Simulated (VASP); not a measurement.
Here is a VASP 6.6.1 calculation.

File POSCAR:

```
Cs
1.0
    0.0000000000      3.9483357400      3.9483357400
    3.9483357400      0.0000000000      3.9483357400
    3.9483357400      3.9483357400      0.0000000000
Cs
1
Cartesian
    0.0000000000      0.0000000000      0.0000000000
```

The input INCAR.step1:

```
PREC = Accurate ; ENCUT = 520
EDIFF = 1E-5 ; ISMEAR = 1
SIGMA = 0.1 ; LREAL = False
LASPH = True ; NELM = 100
ALGO = Normal ; ISIF = 2
LWAVE = True ; LCHARG = False
NBANDS = 10 ; GGA = PE
```

The input INCAR.step2:

```
PREC = Accurate ; ENCUT = 520
EDIFF = 1E-6 ; ISMEAR = -5
SIGMA = 0.1 ; LREAL = False
LASPH = True ; NELM = 100
ALGO = Normal ; ISIF = 2
LWAVE = False ; LCHARG = False
METAGGA = MBJ ; LORBIT = 10
NBANDS = 10 ; ISTART = 1
NEDOS = 2001
```

KPOINTS

```
regular mesh
0
Gamma
  6 6 6
```

Potentials or basis: VASP PAW PBE potentials, release 64 (Cs_sv).

The run is started by

```sh
$ cat potpaw_PBE.64/Cs_sv/POTCAR > POTCAR
$ cp INCAR.step1 INCAR
$ mpirun -np 1 vasp_std > vasp.out
$ cp INCAR.step2 INCAR
$ mpirun -np 1 vasp_std > vasp.out
```

(1) What does it give for the band gap on the k mesh?

## Answers

(1) none (metal or under the smearing width).
